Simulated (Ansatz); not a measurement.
# Sn: energy against volume and a worked fit

```yaml
crystal:
  lattice:
    - [-1.89465, 1.89465, 1.89465]
    - [1.89465, -1.89465, 1.89465]
    - [1.89465, 1.89465, -1.89465]
  atoms:
    - { symbol: Sn, position: [0.00000, 0.00000, 0.00000] }
```

This isn't the form of Sn at room conditions, which is tetragonal (white tin).

The cell was scaled at fixed shape and fractions and run with Ansatz, Ansatz PAW, cutoff 500 eV; r2SCAN, k mesh 10 × 10 × 10 on the cell of 1 atom, fermi-dirac occupations of 0.05 eV, no spin polarisation, no spin-orbit coupling. The potentials were made for PBE. Energies are those that the program minimises, any entropy of the smearing included. For a metal such a mesh isn't converged to the digits shown.

```csv
V (Å³/atom),energy over the lowest row (meV/atom)
25.5727,8.965
26.1168,2.506
26.6609,0.000
27.2050,?
27.7491,5.036
28.2932,11.855
28.8373,21.109
```

**Question.** Fit the third-order Birch-Murnaghan form, give V0, B0 and B′, and predict the energy left open.

**Answer.** With y = (V0/V)^(2/3), E = E0 + (9 V0 B0/16) [(y - 1)³ B′ + (y - 1)² (6 - 4y)]. Least squares through the rows shown give V0 = 26.7718 Å³/atom, E0 = -0.077 meV, B0 = 49.29 GPa (1 eV/Å³ = 160.218 GPa) and B′ = 4.89, with a largest miss of 0.006 meV. At V = 27.2050 the form with these constants gives 0.968 meV; the run gave 0.971 meV an atom.

The curve has a single minimum near 26.77 Å³/atom, slightly below the volume of the listed cell, and is stiffer on compression than on expansion, as the positive B′ expresses. Squeezing the metal raises the kinetic energy of the valence electrons and the Pauli repulsion between them and the ion cores, whereas stretching only gradually weakens the cohesion. The modest bulk modulus of 49.29 GPa fits an sp metal: the filled 4d shell adds little to the bonding, so tin lacks the stiffness that a partly filled d band gives a transition metal.

The omitted energy is recovered almost exactly, but it lies inside the fitted range and close to the minimum, so it tests the smoothness of the curve more than the value of B′. Body-centred cubic tin is known as a high-pressure form, and a minimum under uniform scaling doesn't show that this structure would resist a tetragonal distortion or compete in energy with white tin at zero pressure.
